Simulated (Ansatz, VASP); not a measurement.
## Cu in VASP and in Ansatz

```
CELL_PARAMETERS angstrom
-1.37703 1.37703 1.37703
1.37703 -1.37703 1.37703
1.37703 1.37703 -1.37703
ATOMIC_POSITIONS crystal
Cu 0.00000 0.00000 0.00000
```

Alike in both runs: task single point; functional PBEsol; k mesh 17 × 17 × 17; occupations fermi-dirac, width 0.1 eV; no spin polarisation.

```csv
,VASP,Ansatz
version,VASP 6.6.1,Ansatz 0.2.0
potentials or method,"VASP PAW PBE potentials, release 64 (Cu)","plane waves (420 eV) with PAW, scalar-relativistic"
plane-wave cutoff (eV),520,420
valence electrons in the cell,11,19
```

Ansatz gave:

* pressure (GPa): 17.2

Problem. Estimate VASP's values.

Solution. Pressure (GPa): 17.9.

The functional is the same, so the differences come from potentials, cutoffs and numerics. The two sets of potentials don't hold the same shells in valence. Ansatz warned: «pseudo_functional_mismatch».

Caveats: so large a pressure means that the cell lies far from this level's equilibrium, or that cutoff or potentials fall short (VASP); the potentials were made for another functional, which shifts forces and pressure (VASP).
